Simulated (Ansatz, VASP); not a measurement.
Al: VASP beside Ansatz

INCAR

```
  PREC = Accurate
  ENCUT = 600
  EDIFF = 1E-6
  ISMEAR = -1
  SIGMA = 0.05
  LREAL = False
  LASPH = True
  NELM = 80
  ALGO = Fast
  ISIF = 3
  LWAVE = False
  LCHARG = False
  GGA = PS
  IBRION = 2
  NSW = 40
  EDIFFG = -0.005
  PSTRESS = 0
```

File KPOINTS:

```
regular mesh
0
Gamma
  11 11 11
```

File POSCAR:

```
Al
1.0
    0.0000000000      2.0248050000      2.0248050000
    2.0248050000      0.0000000000      2.0248050000
    2.0248050000      2.0248050000      0.0000000000
Al
1
Direct
    0.0000000000      0.0000000000      0.0000000000
```

Contents of input.yaml:

```yaml
crystal:
  lattice:
    - [0.0, 2.024805, 2.024805]
    - [2.024805, 0.0, 2.024805]
    - [2.024805, 2.024805, 0.0]
  atoms:
    - { symbol: Al, position: [0.0, 0.0, 0.0] }
hamiltonian:
  xc: pbesol
  pseudopotentials: { kind: paw }
kpoints:
  mp_grid: { grid: [11, 11, 11] }
scf:
  occupations: { method: fermi_dirac, width: 0.05 }
output:
  forces: true
  stress: true
  eigenvalues: true
relax:
  f_tol: 0.01
  max_steps: 40
  cell: { stress_tol: 0.05 }
```

Alike in both runs: task relaxation of cell and atoms; functional PBEsol; k mesh 11 × 11 × 11; occupations fermi-dirac, width 0.05 eV; no spin polarisation.

|  | VASP | Ansatz |
| --- | --- | --- |
| version | VASP 6.6.1 | Ansatz 0.2.0 |
| potentials or method | VASP PAW PBE potentials, release 64 (Al) | Ansatz PAW |
| plane-wave cutoff (eV) | 600 | 420 |
| valence electrons in the cell | 3 | 3 |

|  | VASP | Ansatz | Ansatz less VASP |
| --- | --- | --- | --- |
| gap on the k mesh at the Fermi level, each at its own relaxed structure (eV) | none | none | - |
| relaxed volume (Å³/atom) | 16.21 | 16.21 | -0.006 |
| relaxed cell length with the largest relative difference (Å) | 2.841 | 2.841 | -0.0003 |
| energy change over the relaxation (meV/atom) | -2 | -2 | -0.1 |

A gap of «none» marks a metal or a gap that the smearing closes.

Caveats: the PAW data sets were made with another functional, which shifts forces and pressure a little (VASP); the plane-wave basis is chosen anew once the cell has moved, so the energies of steps on either side of that aren't comparable (Ansatz); the PAW data sets come from PBE, with cores solved anew for the run's functional, which leaves a small shift of forces and pressure (Ansatz).
